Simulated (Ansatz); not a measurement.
## Co, one cell by several methods

```
Co
1.0
     2.55215    0.00000    0.00000
    -1.27607    2.21023    0.00000
     0.00000    0.00000    4.14484
Co
2
Direct
  0.33333 0.66667 0.25000
  0.66667 0.33333 0.75000
```

Atom numbers follow the list: Co1, Co2.

The geometry is COD entry 9011615, unchecked; take it as a test cell. It differs from other determinations. The listed cell was then made from it by scaling, straining or moving an atom.

Levels of theory: DFT, PBE, PAW with Ansatz's default frozen-core files, scalar-relativistic (Ansatz 0.2.0); DFT, PBE, all-electron LAPW, scalar-relativistic (Ansatz 0.2.0).

For PAW: a Γ-centred 19×19×10 k mesh, Fermi–Dirac smearing of 0.05 eV, cutoff 420 eV, spin-polarised from start moments Co1 2, Co2 2 μB. LAPW targets a basis error of 0.5 meV/atom. The Ansatz runs share mesh, smearing and spin set-up. Plane-wave (PAW) pressures include the program's estimate of the Pulay term.

Stress and pressure are positive in compression.

The change that made this cell: volume scaled by 1.04.

PAW results:

| quantity | PAW |
| --- | --- |
| pressure (GPa) | -13.06 |
| stress xx (GPa) | -12.82 |
| stress zz (GPa) | -13.55 |
| moment of the cell (μB) | 3.354 |

**Question.** What does all-electron LAPW give for the same quantities?

**Answer.** 
```csv
quantity,LAPW
pressure (GPa),-13.13
stress xx (GPa),-12.89
stress zz (GPa),-13.61
moment of the cell (μB),3.355
```
